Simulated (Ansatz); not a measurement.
# Band table of Na (diamond type)

```xyz
2
Lattice="0.0000 3.3267 3.3267 3.3267 0.0000 3.3267 3.3267 3.3267 0.0000" Properties=species:S:1:pos:R:3 pbc="T T T"
Na   -0.8317   -0.8317   -0.8317
Na    0.8317    0.8317    0.8317
```

The cell comes from a relaxation on PAW files under the same functional, begun from a prototype that needn't be the stable phase.

All numbers are PBE results (scalar-relativistic) from Ansatz 0.2.0, with a Γ-centred 9×9×9 k mesh, Fermi–Dirac smearing of 0.05 eV, no spin polarisation. Methods: LAPW: all electrons, basis error target 1 meV/atom.

This run: volume at 0.68 of the series' base cell.

Path points, in fractions of the reciprocal vectors: Γ (0.000, 0.000, 0.000), X (0.500, 0.000, 0.500), U (0.625, 0.250, 0.625), K (0.375, 0.375, 0.750), L (0.500, 0.500, 0.500), W (0.500, 0.250, 0.750). The distance column jumps between branches of the path. Levels in eV from the Fermi level; bands 9 to 11, counted from the lowest band of the run. The gap is zero, the pressure 2.27 GPa.

```
# k(1/Å) point b9 b10 b11
0.000 Γ -3.32 5.90 5.90
0.118 - -3.27 5.30 5.30
0.236 - -3.10 4.70 4.70
0.354 - -2.83 4.19 4.19
0.472 - -2.45 3.78 3.78
0.590 - -1.96 2.97 3.45
0.708 - -1.38 1.93 3.22
0.826 - -0.69 0.97 3.08
0.944 X 0.09 0.09 3.04
0.986 - 0.10 0.10 2.86
1.028 - 0.12 0.12 2.53
1.070 - 0.15 0.15 2.18
1.111 - 0.19 0.20 1.83
1.153 - 0.25 0.25 1.48
1.195 - 0.32 0.32 1.15
1.237 - 0.40 0.41 0.83
1.278 U 0.43 0.50 0.59
1.857 K 0.43 0.50 0.59
1.982 - -0.38 0.87 0.88
2.107 - -1.14 1.35 1.35
2.232 - -1.80 1.93 1.94
2.357 - -2.34 2.61 2.63
2.483 - -2.77 3.39 3.41
2.608 - -3.07 4.24 4.26
2.733 - -3.26 5.13 5.15
2.858 Γ -3.32 5.90 5.90
2.960 - -3.28 5.14 5.65
3.063 - -3.16 4.19 5.39
3.165 - -2.95 3.24 5.19
3.267 - -2.67 2.32 5.07
3.369 - -2.30 1.46 5.01
3.472 - -1.86 0.66 5.01
3.574 - -1.34 -0.07 5.07
3.676 L -0.84 -0.64 5.12
3.760 - -0.82 -0.62 4.71
3.843 - -0.73 -0.54 4.10
3.926 - -0.60 -0.41 3.49
4.010 - -0.41 -0.24 2.89
4.093 - -0.17 -0.01 2.33
4.177 - 0.13 0.26 1.80
4.260 - 0.47 0.59 1.31
4.344 W 0.85 0.85 0.98
4.403 - 0.71 0.71 1.14
4.462 - 0.55 0.55 1.38
4.521 - 0.41 0.41 1.64
4.580 - 0.30 0.30 1.93
4.639 - 0.21 0.21 2.23
4.698 - 0.14 0.14 2.55
4.757 - 0.10 0.10 2.86
4.816 X 0.09 0.09 3.04
```
